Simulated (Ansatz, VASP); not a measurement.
## As in VASP and in Ansatz

```
As
1.0
     2.64849    0.00000    0.00000
     0.00000    2.64849    0.00000
     0.00000    0.00000    2.64849
As
1
Direct
  0.50000 0.50000 0.50000
```

Change from the starting cell: volume scaled by 0.94.

Alike in both runs: task single point; functional PBE; k mesh 10 × 10 × 10; occupations fermi-dirac, width 0.05 eV; no spin polarisation.

```csv
,VASP,Ansatz
version,VASP 6.6.1,Ansatz 0.2.0
potentials or method,"VASP PAW PBE potentials, release 64 (As)",Ansatz PAW
plane-wave cutoff (eV),520,420
valence electrons in the cell,5,15
```

```csv
,VASP,Ansatz,Ansatz less VASP
gap on the k mesh at the Fermi level (eV),none,none,-
pressure (GPa),8.9,8.5,-0.32
```

A gap of «none» marks a metal or a gap that the smearing closes. The two sets of potentials don't hold the same shells in valence.
